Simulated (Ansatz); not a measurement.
# MgO (Fm-3m) in Ansatz: notebook

One crystal, MgO, is run at these levels: PBE, PBEsol+D3(BJ); tasks: single point, relaxation of cell and atoms.

Everything below comes from runs of Ansatz 0.2.0. Logs are shortened: lines on timing, memory, paths and dates and some standing lists are left out, and cuts for length are marked.

**Experimental background.**

“Electronic structure of alkaline earth and post-transition metal oxides”, 2009, arxiv:0908.1581 quotes, for a bulk crystal of MgO: band gap 7.83 eV.

How close the calculation comes is told below.

## 1. Starting point

It takes space group Fm-3m (No. 225, cubic). Conventional cell: a = 4.194 Å, b = 4.194 Å, c = 4.194 Å, α = 90.00°, β = 90.00°, γ = 90.00°. Mg (site symmetry m-3m) has 6 O at 2.10 Å as nearest neighbours. Around O (site symmetry m-3m) lie 6 Mg at 2.10 Å.

The cell is a database's computed one.

## 2. Single point, PBE

input.yaml

```yaml
crystal:
  lattice:
    - [0.0, 2.0970013927, 2.0970013927]
    - [2.0970013927, 0.0, 2.0970013927]
    - [2.0970013927, 2.0970013927, 0.0]
  atoms:
    - { symbol: Mg, position: [0.0, 0.0, 0.0] }
    - { symbol: O, position: [0.5, 0.5, 0.5] }
kpoints:
  mp_grid: { grid: [7, 7, 7] }
scf:
  occupations: { method: fermi_dirac, width: 0.03 }
hamiltonian:
  xc: pbe
  pseudopotentials: { kind: all_electron, lapw: { basis_error: 0.004 } }
output:
  forces: true
  stress: true
  eigenvalues: true
```

Potentials or basis: all-electron LAPW, scalar-relativistic.

Command:

```console
$ ansatz run input.yaml --threads 1 --pin off --max-ram 3072MiB --backend cpu --events-out ev --progress --plain --runs-dir out
```

Log:

```text
Warning: RAYON_NUM_THREADS=1 ignored (pool sized by the plan → 1); use --threads N
LAPW: plane waves up to 8.338 Å⁻¹, error target 4.0e-3 eV per atom; small_component_spin mean_spin; O in spheres of 1.032 Å, 6 of its electrons in bands, Dirac shells []; Mg in spheres of 1.065 Å, 10 of its electrons in bands, Dirac shells [] (how accurate: hamiltonian.pseudopotentials.lapw.basis_error, Limitations)
Engine: ansatz 0.2.0, aarch64-unknown-linux-gnu
Pseudopotentials: kind: all_electron
Pseudopotential: Mg, LAPW, valence charge 10, lapw/all_electron/scalar/gaussian/Mg, Koelling and Harmon's equation, gaussian nucleus
Pseudopotential: O, LAPW, valence charge 6, lapw/all_electron/scalar/gaussian/O, Koelling and Harmon's equation, gaussian nucleus
Functional definition: PBE
  parameter kappa = 0.804
  parameter beta = 0.06672455060314922
  exchange = pbe_x(kappa = kappa, mu = beta*pi^2/3)
  correlation = pbe_c(beta = beta)
Crystal: 2 atoms, lattice volume = 18.443 Å³
Basis set: ecut = 264.8917339261353 eV, 169 PW (Γ), exchange–correlation at level 2
Bands: 12, of which v1, the nominal top of the filled ones, is band 8 counted from 1 (7 counted from 0)
Symmetry: 48 space group operations
Space group: Fm-3m (ITA 225), of the structure as read, at distance tolerance 2.6e-5 Å
k-points: 20 of 343
Non-local potential: Mg, projectors of the file, none
Non-local potential: O, projectors of the file, none
Initial density: superposition of atomic densities (chi_scale 0.1, normalization cell, long waves kept (reshape's long-wave potential 0.00 eV rms))
Initial wavefunctions: plane waves of lowest kinetic energy (no species holds an atomic orbital)
Functional: x = pbe(κ = 0.804, μ = 0.2195149727645171), c = pbe(β = 0.06672455060314922)
iter 1 solved again at ethr=1.42e-2 eV; its pass at ethr=1.00e-1 eV (dr2=2.27e0 eV) is discarded
SCF iter   1: F=—  HF=-7504.197184 eV  |F-HF|=—  |Δ(HF+E_count)|=         —  Δρ=1.07e-1  dr2=2.27e0  ethr=1.42e-2  ⟨swp⟩=2.0  Hψ=1644  notcnv=0
preconditioner: auto → none  [insulator: Δε(μ)=6.758 eV  Ē_g=20.439 eV  σ=0.030 eV  W_gap=1.00  n_scr=8 (ndim 8)  ℏωp=24.5 eV  f_vac=0.000  D(μ)=0.00/eV (n_scr^D=0)  ε∞_Penn≈2.4]
iter 2 solved again at ethr=2.08e-4 eV; its pass at ethr=1.42e-2 eV (dr2=3.33e-2 eV) is discarded
SCF iter   2: F=—  HF=-7502.930852 eV  |F-HF|=—  |Δ(HF+E_count)|=    1.27e0  Δρ=1.90e-2  dr2=3.31e-2  ethr=2.08e-4  ⟨swp⟩=2.5  Hψ=1315  notcnv=0
SCF iter   3: F=—  HF=-7502.646432 eV  |F-HF|=—  |Δ(HF+E_count)|=   2.84e-1  Δρ=1.61e-2  dr2=5.15e-2  ethr=2.07e-4  ⟨swp⟩=3.0  Hψ=853  notcnv=0
SCF iter   4: F=—  HF=-7502.645448 eV  |F-HF|=—  |Δ(HF+E_count)|=         —  Δρ=5.27e-4  dr2=1.78e-5  ethr=2.07e-4  ⟨swp⟩=2.0  Hψ=721  notcnv=0
the basis was enlarged: its passes take 102.1 KiB over the memory plan, 1 of 1 planned eigensolver slots
SCF iter   5: F=—  HF=-7502.645511 eV  |F-HF|=—  |Δ(HF+E_count)|=   6.31e-5  Δρ=1.74e-4  dr2=4.16e-6  ethr=1.11e-7  ⟨swp⟩=3.0  Hψ=717  notcnv=0
SCF iter   6: F=—  HF=-7502.645529 eV  |F-HF|=—  |Δ(HF+E_count)|=   1.76e-5  Δρ=4.26e-5  dr2=3.11e-7  ethr=2.60e-8  ⟨swp⟩=3.0  Hψ=665  notcnv=0
SCF iter   7: F=-7502.645529 eV  HF=-7502.645529 eV  |F-HF|=2.58e-10  |Δ(HF+E_count)|=   1.17e-7  Δρ=5.09e-6  dr2=4.28e-9  ethr=1.94e-9  ⟨swp⟩=2.0  Hψ=640  notcnv=0
SCF 1 converged in 7 iterations: F = -7502.645529 eV  dr2 = 4.28e-9
SCF converged after 7 iterations
Free energy (F): -7502.645529 eV
Harris-Foulkes:  -7502.645529 eV  (|F-HF|=2.58e-10)
Internal energy: -7502.645529 eV  (E = F + TS)
E sigma→0 (E₀):  -7502.645529 eV
Fermi energy:    10.457762 eV
--- Per-component energies (eV) ---
  E_band       = -294.585096
  E_kinetic    = 7508.694520
  E_xc         = -684.276419
  E_electrostatic = -14327.063630  (all electrons and nuclei)
  E_smearing   = -0.000000  (= −TS)
  E_closure    = 0.000000  (closes the sum)
  E_atoms      = -7490.792933  (free atoms, spherical and without spin; not in F)
  Σ components = -7502.645529   (vs F -7502.645529, Δ=0.00e0)
  Basis errors (estimates in eV, not in F): energy 1.4e-3 per atom: plane waves 1.2e-3 (7.2e-4 summed), levels above the bands 5.7e-226, relativity 8.1e-8, radial functions 1.3e-4, core shells 3.3e-6; eigenvalues (radial functions only) 2.4e-4; not estimated: angular momenta, meshes, grids; target (lapw.basis_error) 4.0e-3; muffin-tin radii O 1.032 Å, Mg 1.065 Å
--- Forces (eV/Å), atoms counted from 1 ---
  atom   1  Mg     0.00000000     0.00000000     0.00000000
  atom   2  O      0.00000000    -0.00000000     0.00000000
  max |Σ_I F_I| component: 2.61e-30 eV/Å
--- Stress (GPa, compression-positive) ---
        6.982553       0.000000      -0.000000
        0.000000       6.982553       0.000000
       -0.000000       0.000000       6.982553
  P = ⅓ Tr σ = 6.9826 GPa (69.826 kbar)
--- Band table (eV; the first three rows and the last of 20) ---
  k-point 0: bands = ["-64.2588", "-30.9819", "-30.9819", "-30.9819", "-9.3060", "8.0084", "8.0084", "8.0084", "12.8723", "23.8938", "23.8938", "23.8938"]
  k-point 1: bands = ["-64.2571", "-30.9992", "-30.9836", "-30.9836", "-9.0840", "6.8181", "7.8740", "7.8740", "13.9992", "21.9149", "24.3530", "24.3530"]
  k-point 2: bands = ["-64.2532", "-31.0377", "-30.9874", "-30.9874", "-8.5377", "4.8637", "7.5884", "7.5884", "15.5217", "20.4992", "24.7935", "24.7935"]
  k-point 19: bands = ["-64.2468", "-31.0385", "-31.0355", "-31.0086", "-7.6932", "4.8430", "5.0454", "6.5358", "19.0311", "20.1572", "20.3847", "24.3710"]
```

Wall time 1.8 s (1 thread of Arm Neoverse V1, shared host); peak memory 0.2 GiB.

Results:

```
Free energy            : -7502.6455 eV
Pressure               : 7.0 GPa
Band gap on the k mesh : 4.86 eV, direct
```

Levels at points of the mesh, in eV from the valence-band top:
| k point | band 5 | band 6 | band 7 | band 8 | band 9 | band 10 | band 11 | band 12 |
| --- | --- | --- | --- | --- | --- | --- | --- | --- |
| (0.00, 0.00, 0.00) | -17.31 | 0.00 | 0.00 | 0.00 | 4.86 | 15.89 | 15.89 | 15.89 |

## 3. Single point, PBE

Edit input.yaml of step 2 so:

```diff
@@ -9,8 +9,8 @@
 kpoints:
-  mp_grid: { grid: [7, 7, 7] }
+  mp_grid: { grid: [11, 11, 11] }
 scf:
-  occupations: { method: fermi_dirac, width: 0.03 }
+  occupations: { method: gaussian, width: 0.016 }
 hamiltonian:
   xc: pbe
-  pseudopotentials: { kind: all_electron, lapw: { basis_error: 0.004 } }
+  pseudopotentials: { kind: all_electron, lapw: { basis_error: 0.001 } }
 output:
```

Potentials or basis: all-electron LAPW, scalar-relativistic.

Command:

```console
$ ansatz run input.yaml --threads 1 --pin off --max-ram 3072MiB --backend cpu --events-out ev --progress --plain --runs-dir out
```

Log:

```text
Warning: RAYON_NUM_THREADS=1 ignored (pool sized by the plan → 1); use --threads N
LAPW: plane waves up to 9.113 Å⁻¹, error target 1.0e-3 eV per atom; small_component_spin mean_spin; O in spheres of 1.030 Å, 8 of its electrons in bands, Dirac shells []; Mg in spheres of 1.067 Å, 10 of its electrons in bands, Dirac shells [] (how accurate: hamiltonian.pseudopotentials.lapw.basis_error, Limitations)
[... 3 set-up lines as earlier in the session ...]
Pseudopotential: O, LAPW, valence charge 8, lapw/all_electron/scalar/gaussian/O, Koelling and Harmon's equation, gaussian nucleus
[... 5 set-up lines as earlier in the session ...]
Crystal: 2 atoms, lattice volume = 18.443 Å³
Basis set: ecut = 316.3759053379216 eV, 259 PW (Γ), exchange–correlation at level 2
Bands: 13, of which v1, the nominal top of the filled ones, is band 9 counted from 1 (8 counted from 0)
[... 2 set-up lines as earlier in the session ...]
k-points: 56 of 1331
[... 5 set-up lines as earlier in the session ...]
iter 1 solved again at ethr=1.27e-2 eV; its pass at ethr=1.00e-1 eV (dr2=2.29e0 eV) is discarded
SCF iter   1: F=—  HF=-7504.199282 eV  |F-HF|=—  |Δ(HF+E_count)|=         —  Δρ=1.08e-1  dr2=2.28e0  ethr=1.27e-2  ⟨swp⟩=2.0  Hψ=4775  notcnv=0
preconditioner: auto → none  [insulator: Δε(μ)=6.759 eV  Ē_g=20.437 eV  σ=0.016 eV  W_gap=1.00  n_scr=8 (ndim 8)  ℏωp=24.5 eV  f_vac=0.000  D(μ)=0.00/eV (n_scr^D=0)  ε∞_Penn≈2.4]
iter 2 solved again at ethr=1.90e-4 eV; its pass at ethr=1.27e-2 eV (dr2=3.42e-2 eV) is discarded
SCF iter   2: F=—  HF=-7502.932746 eV  |F-HF|=—  |Δ(HF+E_count)|=    1.27e0  Δρ=1.94e-2  dr2=3.41e-2  ethr=1.90e-4  ⟨swp⟩=2.8  Hψ=3942  notcnv=0
SCF iter   3: F=—  HF=-7502.648095 eV  |F-HF|=—  |Δ(HF+E_count)|=   2.85e-1  Δρ=1.61e-2  dr2=5.15e-2  ethr=1.90e-4  ⟨swp⟩=3.0  Hψ=2569  notcnv=0
SCF iter   4: F=—  HF=-7502.647074 eV  |F-HF|=—  |Δ(HF+E_count)|=         —  Δρ=5.37e-4  dr2=1.84e-5  ethr=1.90e-4  ⟨swp⟩=2.9  Hψ=2307  notcnv=0
the basis was enlarged: its passes take 304.7 KiB over the memory plan, 1 of 1 planned eigensolver slots
SCF iter   5: F=—  HF=-7502.647137 eV  |F-HF|=—  |Δ(HF+E_count)|=   6.28e-5  Δρ=1.73e-4  dr2=4.06e-6  ethr=1.02e-7  ⟨swp⟩=3.0  Hψ=2176  notcnv=0
SCF iter   6: F=—  HF=-7502.647142 eV  |F-HF|=—  |Δ(HF+E_count)|=   5.28e-6  Δρ=4.25e-5  dr2=3.07e-7  ethr=2.26e-8  ⟨swp⟩=2.9  Hψ=2052  notcnv=0
SCF iter   7: F=-7502.647142 eV  HF=-7502.647142 eV  |F-HF|=5.85e-10  |Δ(HF+E_count)|=   1.47e-7  Δρ=5.14e-6  dr2=4.32e-9  ethr=1.71e-9  ⟨swp⟩=2.4  Hψ=1988  notcnv=0
SCF 1 converged in 7 iterations: F = -7502.647142 eV  dr2 = 4.32e-9
SCF converged after 7 iterations
Free energy (F): -7502.647142 eV
Harris-Foulkes:  -7502.647142 eV  (|F-HF|=5.85e-10)
Internal energy: -7502.647142 eV  (E = F + TS)
E sigma→0 (E₀):  -7502.647142 eV
Fermi energy:    10.440313 eV
--- Per-component energies (eV) ---
  E_band       = -1284.843684
  E_kinetic    = 7508.698095
  E_xc         = -684.276577
  E_electrostatic = -14327.068660  (all electrons and nuclei)
  E_smearing   = -0.000000  (= −TS)
  E_closure    = 0.000000  (closes the sum)
  E_atoms      = -7490.792933  (free atoms, spherical and without spin; not in F)
  Σ components = -7502.647142   (vs F -7502.647142, Δ=0.00e0)
  Basis errors (estimates in eV, not in F): energy 3.6e-4 per atom: plane waves 3.1e-4 (1.7e-4 summed), levels above the bands 0.0e0, relativity 1.7e-8, radial functions 4.9e-5, core shells 4.1e-12; eigenvalues (radial functions only) 1.7e-5; not estimated: angular momenta, meshes, grids; target (lapw.basis_error) 1.0e-3; muffin-tin radii O 1.030 Å, Mg 1.067 Å
--- Forces (eV/Å), atoms counted from 1 ---
  atom   1  Mg    -0.00000000     0.00000000     0.00000000
  atom   2  O      0.00000000    -0.00000000     0.00000000
  max |Σ_I F_I| component: 2.44e-30 eV/Å
--- Stress (GPa, compression-positive) ---
        6.972374       0.000000       0.000000
        0.000000       6.972374       0.000000
        0.000000       0.000000       6.972374
  P = ⅓ Tr σ = 6.9724 GPa (69.724 kbar)
--- Band table (eV; the first three rows and the last of 56) ---
  k-point 0: bands = ["-495.1283", "-64.2588", "-30.9820", "-30.9820", "-30.9820", "-9.3061", "8.0083", "8.0083", "8.0083", "12.8723", "23.8934", "23.8934", "23.8934"]
  k-point 1: bands = ["-495.1283", "-64.2581", "-30.9893", "-30.9827", "-30.9827", "-9.2138", "7.4573", "7.9510", "7.9510", "13.4023", "22.7966", "24.0977", "24.0977"]
  k-point 2: bands = ["-495.1283", "-64.2561", "-31.0088", "-30.9847", "-30.9847", "-8.9562", "6.2809", "7.8016", "7.8016", "14.4766", "21.3496", "24.5550", "24.5550"]
  k-point 55: bands = ["-495.1283", "-64.2466", "-31.0379", "-31.0345", "-31.0118", "-7.6802", "4.8881", "5.0983", "6.3627", "19.3321", "20.0223", "20.3555", "23.9997"]
```

Wall time 5.7 s (1 thread of Arm Neoverse V1, shared host); peak memory 0.27 GiB.

What came out:

```
Free energy            : -7502.6471 eV
Pressure               : 7.0 GPa
Band gap on the k mesh : 4.86 eV, direct
```

## 4. Single point, PBE

Edit input.yaml of step 3 so:

```diff
@@ -11,3 +11,3 @@
 scf:
-  occupations: { method: gaussian, width: 0.016 }
+  occupations: { method: gaussian, width: 0.014 }
 hamiltonian:
```

Command:

```console
$ ansatz run input.yaml --threads 1 --pin off --max-ram 3072MiB --backend cpu --events-out ev --progress --plain --runs-dir out
```

Run time: 5.7 s. Hardware: 1 thread of Arm Neoverse V1, shared host; peak memory 0.27 GiB.

It converged, with:

```
Free energy            : -7502.6471 eV
Pressure               : 7.0 GPa
Band gap on the k mesh : 4.86 eV, direct
```

Levels at points of the mesh, in eV from the valence-band top:
```tsv
k point	band 6	band 7	band 8	band 9	band 10	band 11	band 12	band 13
(0.00, 0.00, 0.00)	-17.31	0.00	0.00	0.00	4.86	15.89	15.89	15.89
```

## 5. Relaxation of cell and atoms, PBE

Edit input.yaml of step 4 so:

```diff
@@ -11,3 +11,3 @@
 scf:
-  occupations: { method: gaussian, width: 0.014 }
+  occupations: { method: fermi_dirac, width: 0.05 }
 hamiltonian:
@@ -18,2 +18,5 @@
   stress: true
-  eigenvalues: true
+relax:
+  f_tol: 0.005
+  max_steps: 60
+  cell: {}
```

Command:

```console
$ ansatz run input.yaml --threads 1 --pin off --max-ram 3072MiB --backend cpu --events-out ev --progress --plain --runs-dir out
```

Run time: 16 s. Hardware: 1 thread of Arm Neoverse V1, shared host; peak memory 0.28 GiB.

It converged, with:

```yaml
Free_energy: -7502.6640 eV
Relaxed_volume: 9.63 Å³/atom
Relaxed_cell: a = 3.008 Å, b = 3.008 Å, c = 3.008 Å, α = 60.00°, β = 60.00°, γ = 60.00°
Space_group_after_relaxing_to_0.05_Å: Fm-3m (No. 225)
Energy_gained_by_relaxing: 8.5 meV/atom
Ionic_steps: 5
Pressure_after_relaxing: 0.0 GPa
Band_gap_on_the_k_mesh: 4.45 eV
```

The path:
```
step  energy change (eV)  largest force (eV/Å)  volume (Å³)
   1              0.0000                0.0000        18.44
   2             -0.0111                0.0000        18.77
   3             -0.0169                0.0000        19.22
   4             -0.0170                0.0000        19.25
   5             -0.0170                0.0000        19.25
```

Final structure:
```cif
data_structure
_symmetry_space_group_name_H-M 'P 1'
_symmetry_Int_Tables_number 1
_cell_length_a 3.0083
_cell_length_b 3.0083
_cell_length_c 3.0083
_cell_angle_alpha 60.000
_cell_angle_beta 60.000
_cell_angle_gamma 60.000
_cell_volume 19.25
loop_
_atom_site_label
_atom_site_type_symbol
_atom_site_fract_x
_atom_site_fract_y
_atom_site_fract_z
_atom_site_occupancy
Mg1 Mg 0.00000 0.00000 0.00000 1
O1 O 0.50000 0.50000 0.50000 1
```

Caveat: an odd mesh through Γ misses points on the zone boundary, where band edges often lie.

(Continued in part 2 of 2.)
